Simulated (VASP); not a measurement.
The system is Sb.

```
Sb
1.0
     0.00000    2.37124    2.37124
     2.37124    0.00000    2.37124
     2.37124    2.37124    0.00000
Sb
1
Direct
  0.00000 0.00000 0.00000
```

This isn't the form of Sb at room conditions, which is rhombohedral.

- Program: VASP 6.6.1
- Task: relaxation of cell and atoms
- Functional: LDA
- Potentials or basis: VASP PAW LDA potentials, release 64 (Sb)
- Cutoff: 600 eV
- k mesh: 8 × 8 × 8
- Occupations: fermi-dirac, width 0.05 eV
- Spin: no spin polarisation

At the start: pressure -1.7 GPa; volume 26.67 Å³/atom.

**Question.** Where does the relaxation end?

**Answer.** Over 3 steps the energy falls by 3.4 meV/atom and the volume is 26.02 Å³/atom (-2.4 %); space group Fm-3m (No. 225, to 0.05 Å).

Step by step:
| step | energy change (eV) | largest force (eV/Å) | pressure (GPa) | volume (Å³) |
| --- | --- | --- | --- | --- |
| 1 | 0.0000 | 0.0000 | -1.68 | 26.67 |
| 2 | -0.0019 | 0.0000 | 1.22 | 25.60 |
| 3 | -0.0034 | 0.0000 | 0.00 | 26.02 |

Final structure:
```
Sb
1.0
     0.00000    2.35206    2.35206
     2.35206    0.00000    2.35206
     2.35206    2.35206    0.00000
Sb
1
Direct
  0.00000 0.00000 0.00000
```
